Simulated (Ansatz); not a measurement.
**What a change of settings does: Ta (omega type)**

First run: DFT, PBE, all-electron LAPW, scalar-relativistic (Ansatz 0.2.0).

Command: `ansatz run input.yaml --threads 1 --pin off --max-ram 3072MiB --backend cpu --events-out ev --progress --plain --runs-dir out` It took 110 s on 1 thread of Arm Neoverse V2, with other jobs on the host, peak memory 0.81 GiB.

```yaml
crystal:
  lattice:
    - [4.7240293275, 0.0, 0.0]
    - [-2.3620146637, 4.0911294058, 0.0]
    - [0.0, 0.0, 2.6623616401]
  atoms:
    - { symbol: Ta, position: [0.0, 0.0, 0.0] }
    - { symbol: Ta, position: [0.3333333333, 0.6666666667, 0.5] }
    - { symbol: Ta, position: [0.6666666667, 0.3333333333, 0.5] }
kpoints:
  mp_grid: { grid: [9, 9, 12] }
scf:
  occupations: { method: fermi_dirac, width: 0.05 }
hamiltonian:
  xc: pbe
  pseudopotentials: { kind: all_electron, lapw: { basis_error: 0.001 } }
output:
  forces: true
  stress: true
  eigenvalues: true
  populations: true
```

The cell comes from a relaxation on PAW files under the same functional, begun from a prototype that needn't be the stable phase.

This run: volume at 0.92 of the series' base cell.

It converges in 11 SCF iterations at a pressure of 17.67 GPa.

A second input differs as follows:

```diff
   occupations: { method: fermi_dirac, width: 0.05 }
+  max_iter: 80
 hamiltonian:
   populations: true
+total_charge: 0.5
```

Task: What is wrong with it, and what does the program do?

Result: The change was made to test a charge that the system can't hold. The run converges in 11 SCF iterations at a pressure of 27.8 GPa. A charged periodic cell stands on a neutralising background, which shapes its energy and pressure. Compare each number with the sound run's before taking it for a property of the system. The log ends:
```
  k-point 0: bands = ["-368.1614", "-368.1614", "-368.1614", "-368.1614", "-368.1548", "-368.1548", "-368.1136", "-368.1136", "-368.1011", "-189.7196", "-189.7196", "-189.7196", "-189.7196", "-189.7099", "-189.7099", "-189.7099", "-189.7099", "-189.6868", "-189.6868", "-189.6669", "-189.6669", "-189.6661", "-189.6661", "-189.6391", "-40.9054", "-40.7498", "-40.7443", "-7.8583", "-7.8583", "-7.5665", "-7.5665", "-6.8106", "-6.8106", "-6.7556", "-6.5325", "-6.4771", "7.3641", "7.3683", "7.3710", "7.3710", "7.3945", "7.3945", "7.4007", "7.4007", "7.4131", "7.4131", "7.4280", "7.4429", "7.4429", "7.4462", "7.4569", "7.4593", "7.4593", "7.4598", "7.4698", "7.4874", "7.5288", "18.2264", "22.5942", "24.3807", "25.0900", "25.0900", "25.0987", "25.0987", "25.7829", "27.5610", "27.5610", "29.9649", "29.9649", "30.0481", "30.0481", "33.6518", "33.6518", "34.6107", "35.6424", "37.8344", "37.8344", "38.0045"]
  k-point 1: bands = ["-368.1614", "-368.1614", "-368.1614", "-368.1614", "-368.1548", "-368.1548", "-368.1136", "-368.1136", "-368.1011", "-189.7196", "-189.7196", "-189.7196", "-189.7196", "-189.7099", "-189.7099", "-189.7099", "-189.7099", "-189.6868", "-189.6868", "-189.6669", "-189.6669", "-189.6661", "-189.6661", "-189.6391", "-40.8963", "-40.7420", "-40.7374", "-7.8450", "-7.8450", "-7.5451", "-7.5451", "-6.8617", "-6.8103", "-6.8103", "-6.6353", "-6.5890", "7.3644", "7.3689", "7.3749", "7.3749", "7.3982", "7.3982", "7.3995", "7.3995", "7.4122", "7.4122", "7.4289", "7.4462", "7.4466", "7.4466", "7.4489", "7.4581", "7.4581", "7.4595", "7.4690", "7.4799", "7.5207", "18.4700", "22.9506", "24.8340", "24.9307", "24.9307", "24.9929", "24.9929", "26.1171", "27.5529", "27.5529", "29.7293", "29.7293", "29.9499", "29.9499", "33.2856", "33.2856", "34.5347", "35.7172", "38.0617", "38.0617", "38.4126"]
[... lines left out ...]
     2     Ta     72.8175
  spilling = 0.000832 (of n_electrons = 218.500000)
```
